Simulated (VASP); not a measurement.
# HgTe (F-43m) in VASP: further runs, part 2 of 2

VASP 6.6.1. Earlier steps stand in the parts before.

**4. Band structure, TB-mBJ, spin-orbit coupling, no magnetisation**

File POSCAR:

```
HgTe                                    
1.0
    0.0000000000      3.2580088205      3.2580088205
    3.2580088205      0.0000000000      3.2580088205
    3.2580088205      3.2580088205      0.0000000000
  Hg              Te            
     1     1
Direct
     0.0000000000000000    0.0000000000000000    0.0000000000000000
     0.2500000000000000    0.2500000000000000    0.2500000000000000
```

File INCAR.step1:

```
PREC = Accurate
ENCUT = 520
EDIFF = 1E-5
ISMEAR = 0
SIGMA = 0.03
LREAL = F
LASPH = T
NELM = 80
ALGO = Normal
ISIF = 2
LWAVE = T
LCHARG = F
LNONCOLLINEAR = T
MAGMOM = 0 0 0 0 0 0
LORBIT = 11
LSORBIT = T
GGA_COMPAT = F
NBANDS = 32
GGA = PE
```

File INCAR.step2:

```
PREC = Accurate
ENCUT = 520
EDIFF = 1E-7
ISMEAR = 0
SIGMA = 0.03
LREAL = F
LASPH = T
NELM = 80
ALGO = Normal
ISIF = 2
LWAVE = F
LCHARG = F
LNONCOLLINEAR = T
MAGMOM = 0 0 0 0 0 0
LORBIT = 11
LSORBIT = T
GGA_COMPAT = F
METAGGA = MBJ
NBANDS = 32
ISTART = 1
```

File KPOINTS:

```
regular mesh
0
Gamma
  6 6 6
```

KPOINTS_OPT is that of step 3.

Potentials or basis: VASP PAW PBE potentials, release 64 (Hg, Te).

On the command line:

```sh
$ cat potpaw_PBE.64/Hg/POTCAR potpaw_PBE.64/Te/POTCAR > POTCAR
$ cp INCAR.step1 INCAR
$ mpirun -np 1 vasp_ncl > vasp.out
$ cp INCAR.step2 INCAR
$ mpirun -np 1 vasp_ncl > vasp.out
```

OUTCAR:

```text
PREC = Accurate
   ENCUT = 520
   EDIFF = 1E-7
   ISMEAR = 0
   LREAL = F
   LASPH = T
   NELM = 80
   ISIF = 2
   LNONCOLLINEAR = T
   LORBIT = 11
   LSORBIT = T
   METAGGA = MBJ
   ISTART = 1

 ion  position               nearest neighbor table
   1  0.000  0.000  0.000-   2 2.82   2 2.82   2 2.82   2 2.82
   2  0.250  0.250  0.250-   1 2.82   1 2.82   1 2.82   1 2.82

  LATTYP: Found a face centered cubic cell.
 ALAT       =     6.5160176410

  Lattice vectors:

 A1 = (   0.0000000000,   3.2580088205,   3.2580088205)
 A2 = (   3.2580088205,   0.0000000000,   3.2580088205)
 A3 = (   3.2580088205,   3.2580088205,   0.0000000000)

Analysis of symmetry for initial positions (statically):
=====================================================================
 Subroutine PRICEL returns:
 Original cell was already a primitive cell.

 Routine SETGRP: Setting up the symmetry group for a
 face centered cubic supercell.

 Subroutine GETGRP returns: Found 24 space group operations
 (whereof 24 operations were pure point group operations)
 out of a pool of 48 trial point group operations.

The static configuration has the point symmetry T_d .

Analysis of symmetry for dynamics (positions and initial velocities):
=====================================================================
 Subroutine PRICEL returns:
 Original cell was already a primitive cell.

 Routine SETGRP: Setting up the symmetry group for a
 face centered cubic supercell.

 Subroutine GETGRP returns: Found 24 space group operations
 (whereof 24 operations were pure point group operations)
 out of a pool of 48 trial point group operations.

The dynamic configuration has the point symmetry T_d .

Analysis of structural, dynamic, and magnetic symmetry:
=====================================================================
 Subroutine PRICEL returns:
 Original cell was already a primitive cell.

 Routine SETGRP: Setting up the symmetry group for a
 face centered cubic supercell.

 Subroutine GETGRP returns: Found 24 space group operations
 (whereof 24 operations were pure point group operations)
 out of a pool of 48 trial point group operations.

The overall configuration has the point symmetry T_d .

 Subroutine INISYM returns: Found 24 space group operations
 (whereof 24 operations are pure point group operations),
 and found     1 'primitive' translations

----------------------------------------------------------------------------------------

                                     Primitive cell

  volume of cell :      69.1651

  direct lattice vectors                    reciprocal lattice vectors
     0.000000000  3.258008821  3.258008821    -0.153467970  0.153467970  0.153467970
     3.258008821  0.000000000  3.258008821     0.153467970 -0.153467970  0.153467970
     3.258008821  3.258008821  0.000000000     0.153467970  0.153467970 -0.153467970

  length of vectors
     4.607520260  4.607520260  4.607520260     0.265814321  0.265814321  0.265814321

  position of ions in fractional coordinates (direct lattice)
     0.000000000  0.000000000  0.000000000
[... 127 lines left out ...]

  energy without entropy =     1389.21666770  energy(sigma->0) =     1389.21658935

 E-fermi :   3.2850     XC(G=0):  -7.5093

 val. band max:        3.2849979065   @ k =   0.0000   0.0000   0.0000
 cond. band min:       3.2849979506   @ k =   0.0000   0.0000   0.0000
 fundamental gap:      0.0000000441
 Fermi energy:         3.2849979283

 k-point     1 :       0.0000    0.0000    0.0000
  band No.  band energies     occupation
      1      -8.5359      1.00000
      2      -8.5359      1.00000
      3      -5.0179      1.00000
      4      -5.0179      1.00000
      5      -5.0179      1.00000
      6      -5.0179      1.00000
[... 715 lines left out ...]
     29      13.8519      0.00000
     30      13.9437      0.00000
 [bands above 30 left out]

------------------------ aborting loop because EDIFF is reached ----------------------------------------

  FORCE on cell =-STRESS in cart. coord.  units (eV):
  Direction    XX          YY          ZZ          XY          YZ          ZX
  --------------------------------------------------------------------------------------
  -------------------------------------------------------------------------------------
  Total        7.3063930      7.3063930      7.3063930      0.0000000     -0.0000000      0.0000000
  in kB      169.2492870    169.2492870    169.2492870      0.0000000     -0.0000000      0.0000000
  external PRESSURE =     169.2492870 kB  Pullay stress =       0.0000000 kB

 VOLUME and BASIS-vectors are now :
 -----------------------------------------------------------------------------
  energy-cutoff  :      520.00
  volume of cell :       69.17
      direct lattice vectors                 reciprocal lattice vectors
     0.000000000  3.258008821  3.258008821    -0.153467970  0.153467970  0.153467970
     3.258008821  0.000000000  3.258008821     0.153467970 -0.153467970  0.153467970
     3.258008821  3.258008821  0.000000000     0.153467970  0.153467970 -0.153467970

 POSITION                                       TOTAL-FORCE (eV/Angst)
 -----------------------------------------------------------------------------------
      0.00000      0.00000      0.00000         0.000000      0.000000     -0.000000
      1.62900      1.62900      1.62900        -0.000000     -0.000000      0.000000
 -----------------------------------------------------------------------------------
    total drift:                               -0.000000     -0.000000     -0.000000

  FREE ENERGIE OF THE ION-ELECTRON SYSTEM (eV)
  ---------------------------------------------------
  free  energy   TOTEN  =      1389.2165109856 eV

  energy  without entropy=     1389.2166677050  energy(sigma->0) =     1389.21658935

 Spin-Orbit-Coupling matrix elements

 Ion:    1  E_soc:     -0.5530950
 l=   1
     0.0000000    -0.0277038    -0.0277038
    -0.0277038     0.0000000    -0.0277038
    -0.0277038    -0.0277038     0.0000000
 l=   2
     0.0000000    -0.0128536     0.0000000    -0.0128536    -0.0516251
    -0.0128536     0.0000000    -0.0387188    -0.0128536    -0.0129063
     0.0000000    -0.0387188     0.0000000    -0.0387188     0.0000000
    -0.0128536    -0.0128536    -0.0387188     0.0000000    -0.0129063
    -0.0516251    -0.0129063     0.0000000    -0.0129063     0.0000000
 l=   3
     0.0000000     0.0000000     0.0000000     0.0000000     0.0000000     0.0000000     0.0000000
     0.0000000     0.0000000     0.0000000     0.0000000     0.0000000     0.0000000     0.0000000
     0.0000000     0.0000000     0.0000000     0.0000000     0.0000000     0.0000000     0.0000000
     0.0000000     0.0000000     0.0000000     0.0000000     0.0000000     0.0000000     0.0000000
     0.0000000     0.0000000     0.0000000     0.0000000     0.0000000     0.0000000     0.0000000
     0.0000000     0.0000000     0.0000000     0.0000000     0.0000000     0.0000000     0.0000000
     0.0000000     0.0000000     0.0000000     0.0000000     0.0000000     0.0000000     0.0000000

 Ion:    2  E_soc:     -0.2054646
 l=   1
     0.0000000    -0.0340943    -0.0340943
    -0.0340943     0.0000000    -0.0340943
    -0.0340943    -0.0340943     0.0000000
 l=   2
     0.0000000    -0.0000621     0.0000000    -0.0000621    -0.0000877
    -0.0000621     0.0000000    -0.0000658    -0.0000621    -0.0000219
     0.0000000    -0.0000658     0.0000000    -0.0000658     0.0000000
    -0.0000621    -0.0000621    -0.0000658     0.0000000    -0.0000219
    -0.0000877    -0.0000219     0.0000000    -0.0000219     0.0000000
 l=   3
     0.0000000     0.0000000     0.0000000     0.0000000     0.0000000     0.0000000     0.0000000
     0.0000000     0.0000000     0.0000000     0.0000000     0.0000000     0.0000000     0.0000000
     0.0000000     0.0000000     0.0000000     0.0000000     0.0000000     0.0000000     0.0000000
     0.0000000     0.0000000     0.0000000     0.0000000     0.0000000     0.0000000     0.0000000
     0.0000000     0.0000000     0.0000000     0.0000000     0.0000000     0.0000000     0.0000000
     0.0000000     0.0000000     0.0000000     0.0000000     0.0000000     0.0000000     0.0000000
     0.0000000     0.0000000     0.0000000     0.0000000     0.0000000     0.0000000     0.0000000

 total charge

# of ion       s       p       d       tot
------------------------------------------
    1        0.662   0.384   9.339  10.385
    2        1.359   2.069   0.033   3.460
--------------------------------------------------
tot          2.020   2.453   9.372  13.845

 magnetization (x)

# of ion       s       p       d       tot
------------------------------------------
    1        0.000   0.000   0.000   0.000
    2       -0.000   0.000   0.000   0.000
--------------------------------------------------
tot          0.000   0.000   0.000   0.000

 magnetization (y)

# of ion       s       p       d       tot
------------------------------------------
    1       -0.000   0.000   0.000  -0.000
    2        0.000   0.000   0.000   0.000
--------------------------------------------------
tot         -0.000   0.000   0.000   0.000

 magnetization (z)

# of ion       s       p       d       tot
------------------------------------------
    1       -0.000   0.000  -0.000   0.000
    2       -0.000  -0.000   0.000  -0.000
--------------------------------------------------
tot         -0.000   0.000  -0.000  -0.000
```

Run time: 14 min. Hardware: 1 thread of Intel Xeon Platinum 8488C (Sapphire Rapids), shared host; peak memory 0.45 GiB.

Results:

```yaml
Valence_electrons_inside_the_program's_atomic_spheres: Hg 10.38; Te 3.46
```

Caveat: the PAW data sets were made with another functional, which shifts forces and pressure a little.

**5. Band structure, LDA**

File INCAR:

```
PREC = Accurate
ENCUT = 520
EDIFF = 1E-7
ISMEAR = 0
SIGMA = 0.03
LREAL = F
LASPH = T
NELM = 80
ALGO = Normal
ISIF = 2
LWAVE = F
LCHARG = F
GGA = CA
NBANDS = 16
```

File KPOINTS:

```
regular mesh
0
Gamma
  10 10 10
```

POSCAR is that of step 4.

KPOINTS_OPT is that of step 4.

Potentials or basis: VASP PAW LDA potentials, release 64 (Hg, Te).

On the command line:

```sh
$ cat potpaw_LDA.64/Hg/POTCAR potpaw_LDA.64/Te/POTCAR > POTCAR
$ mpirun -np 1 vasp_std > vasp.out
```

It took 2.1 min on 1 thread of Intel Xeon Platinum 8488C (Sapphire Rapids), shared host; peak memory 0.22 GiB.

Results (log left out):

```
Free energy             : -5.0290 eV
Pressure                : -1.4 GPa
Band gap along the path : none (metal or under the smearing width)
```

Levels at the corners of the path, in eV from the Fermi level:
```
point  band 5  band 6  band 7  band 8  band 9  band 10  band 11  band 12  band 13  band 14
    Γ   -6.74   -6.74   -0.93   -0.01   -0.01    -0.01     4.19     4.19     4.19     6.24
    X   -6.68   -6.32   -5.36   -2.20   -2.20     1.82     2.37     7.92     8.64     8.64
    X   -6.68   -6.32   -5.36   -2.20   -2.20     1.82     2.37     7.92     8.64     8.64
    W   -6.78   -6.17   -5.43   -2.59   -2.49     3.01     4.50     5.14     6.03     9.23
    W   -6.78   -6.17   -5.43   -2.59   -2.49     3.01     4.50     5.14     6.03     9.23
    K   -6.72   -6.24   -5.38   -2.84   -1.83     2.15     3.90     6.85     7.07     7.43
    K   -6.72   -6.24   -5.38   -2.84   -1.83     2.15     3.90     6.85     7.07     7.43
    Γ   -6.74   -6.74   -0.93   -0.01   -0.01    -0.01     4.19     4.19     4.19     6.24
    Γ   -6.74   -6.74   -0.93   -0.01   -0.01    -0.01     4.19     4.19     4.19     6.24
    L   -6.72   -6.46   -5.40   -0.96   -0.96     0.59     4.97     4.97     6.62     7.64
    L   -6.72   -6.46   -5.40   -0.96   -0.96     0.59     4.97     4.97     6.62     7.64
    U   -6.72   -6.24   -5.38   -2.84   -1.83     2.15     3.90     6.85     7.07     7.43
    U   -6.72   -6.24   -5.38   -2.84   -1.83     2.15     3.90     6.85     7.07     7.43
    W   -6.78   -6.17   -5.43   -2.59   -2.49     3.01     4.50     5.14     6.03     9.23
    W   -6.78   -6.17   -5.43   -2.59   -2.49     3.01     4.50     5.14     6.03     9.23
    L   -6.72   -6.46   -5.40   -0.96   -0.96     0.59     4.97     4.97     6.62     7.64
    L   -6.72   -6.46   -5.40   -0.96   -0.96     0.59     4.97     4.97     6.62     7.64
    K   -6.72   -6.24   -5.38   -2.84   -1.83     2.15     3.90     6.85     7.07     7.43
    U   -6.72   -6.24   -5.38   -2.84   -1.83     2.15     3.90     6.85     7.07     7.43
    X   -6.68   -6.32   -5.36   -2.20   -2.20     1.82     2.37     7.92     8.64     8.64
```

Caveat: spin-orbit coupling is left out, which moves the levels of the heavy elements.

**6. Summary**

```tsv
level	potentials or basis	spin	k mesh	pressure (GPa)
r2SCAN	VASP PAW PBE potentials, release 64 (Hg, Te)	off	10 × 10 × 10	1.2
TB-mBJ	VASP PAW PBE potentials, release 64 (Hg, Te)	off	10 × 10 × 10	-
TB-mBJ	VASP PAW PBE potentials, release 64 (Hg, Te)	SOC, no magnetisation	6 × 6 × 6	-
LDA	VASP PAW LDA potentials, release 64 (Hg, Te)	off	10 × 10 × 10	-1.4
```

Alike in all rows: task band structure; cell as given; cutoff (eV) 520; smearing gaussian 0.03 eV.

Caveats: the PAW data sets were made with another functional, which shifts forces and pressure a little (some runs); spin-orbit coupling is left out, which moves the levels of the heavy elements (some runs).

Total energies depend on the potentials used, so only differences within one code and one set of settings carry meaning.
